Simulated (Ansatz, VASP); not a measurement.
**Two plane-wave programs on Te2Pt (Moncheite)**

```xyz
3
Lattice="4.0628 0.0000 0.0000 -2.0314 3.5185 0.0000 0.0000 0.0000 5.2694" Properties=species:S:1:pos:R:3 pbc="T T T"
Pt    0.0000    0.0000    0.0000
Te    2.0314    1.1728    3.9521
Te    0.0000    2.3456    1.3174
```

Change from the starting cell: volume scaled by 1.04.

Alike in both runs: task single point; functional PBEsol; k mesh 8 × 8 × 5; occupations fermi-dirac, width 0.05 eV; no spin polarisation.

|  | VASP | Ansatz |
| --- | --- | --- |
| version | VASP 6.6.1 | Ansatz 0.2.0 |
| potentials or method | VASP PAW PBE potentials, release 64 (Pt, Te) | Ansatz PAW |
| plane-wave cutoff (eV) | 520 | 420 |
| valence electrons in the cell | 22 | 50 |

|  | VASP | Ansatz | Ansatz less VASP |
| --- | --- | --- | --- |
| gap on the k mesh at the Fermi level (eV) | none | none | - |
| pressure (GPa) | -0.5 | -0.4 | +0.09 |
| largest component of the traceless stress (GPa) | 0.27 | 0.26 | -0.016 |
| rms of the force components (eV/Å) | 0.140 | 0.138 | -0.0021 |

Atom by atom the forces differ by 0.002 eV/Å (rms over components). A gap of «none» marks a metal or a gap that the smearing closes. The functional is the same, so the differences come from potentials, cutoffs and numerics. The two sets of potentials don't hold the same shells in valence.

Caveats: the PAW data sets were made with another functional, which shifts forces and pressure a little (VASP); the PAW data sets come from PBE, with cores solved anew for the run's functional, which leaves a small shift of forces and pressure (Ansatz). Spin-orbit coupling is left out, which matters for the levels of Pt, Te.
